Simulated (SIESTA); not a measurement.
**SiC (Moissanite) under changes of volume**

One of the cells (10.548 Å³/atom); the others are scaled copies at fixed shape and fractional positions:

```xyz
4
Lattice="3.0964 0.0000 0.0000 -1.5482 2.6815 0.0000 0.0000 0.0000 5.0814" Properties=species:S:1:pos:R:3 pbc="T T T"
Si    1.5482    0.8938    2.5407
Si    0.0000    1.7877    0.0000
C     1.5482    0.8938    4.4971
C     0.0000    1.7877    1.9564
```

```yaml
Program: SIESTA 5.4.2
Functional: PBE
Potentials_or_basis: PseudoDojo 0.4 standard (PBE files)
Basis: DZP (energy shift 0.003 Ry)
Grid_cutoff: 500 Ry
Energy_shift: 0.003 Ry
k_mesh: 10 × 10 × 5
Occupations: fermi-dirac, width 0.05 eV
Spin: no spin polarisation
```

```tsv
volume (Å³/atom)	energy over the lowest point (meV/atom)	pressure (GPa)	gap on the mesh (eV)	largest force (eV/Å)
9.721	62.22	23.3	2.34	0.950
9.927	?	?	?	?
10.134	17.60	11.7	2.41	0.875
10.548	0.13	2.2	2.47	0.806
10.755	0.00	-1.9	2.45	0.775
10.961	4.93	-5.6	2.42	0.746
```

Question: What does the run at 9.927 Å³/atom give?

Answer: Energy over the lowest point 36.14 meV/atom; pressure 17.2 GPa; gap on the mesh 2.37 eV; largest force 0.913 eV/Å.

Worked out: A Birch-Murnaghan fit of order 3 (a polynomial in V^(-2/3)) to the other rows has its minimum at 10.65 Å³/atom with B0 = V·E''(V) = 211 GPa and B' = 4.1 at fixed shape and positions, which overstates the stiffness. It gives 36.22 meV/atom at 9.927 Å³/atom, against the run's 36.14, and -dE/dV = 17.2 GPa, against 17.2. A parabola through the other rows of the gap, of slope 2.19 eV per unit of ln V there, gives 2.39 eV, against the run's 2.37.

Energies are extrapolated to zero smearing.

Caveats: an odd mesh through Γ misses points on the zone boundary, where band edges often lie; the basis of atomic orbitals isn't converged, which shifts pressures, moduli and gaps.
